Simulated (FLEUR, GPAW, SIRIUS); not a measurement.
**Al: programs and potentials compared**

```
Al
1.0
     0.00000    2.02481    2.02481
     2.02481    0.00000    2.02481
     2.02481    2.02481    0.00000
Al
1
Direct
  0.00000 0.00000 0.00000
```

Alike in all runs: task equation of state; functional WC; k mesh 11 × 11 × 11; occupations fermi-dirac, width 0.05 eV; no spin polarisation; no spin-orbit coupling.

| program and potentials | plane-wave cutoff (eV) | notes | equilibrium volume (Å³/atom) | bulk modulus (GPa) |
| --- | --- | --- | --- | --- |
| SIRIUS, all-electron FP-LAPW, apw+lo standard | - | - | 16.26 | 81.3 |
| GPAW, PAW data sets generated for this functional | 600 | - | 16.30 | 81.8 |
| FLEUR, all-electron, FLAPW | - | - | 16.27 | 81.3 |

The equilibrium volume spans 16.26 (SIRIUS, all-electron FP-LAPW, apw+lo standard) to 16.30 Å³/atom (GPAW, PAW data sets generated for this functional), with all-electron results at 16.26 to 16.27. The bulk modulus spans 81.3 (FLEUR, all-electron, FLAPW) to 81.8 GPa (GPAW, PAW data sets generated for this functional), with all-electron results at 81.3. For a metal such a mesh isn't converged, which the comparison doesn't need.

Differences between rows come from potentials, basis sets and numerical settings, since the functional is the same but for its coding. Runs on potential files found faulty are left out.
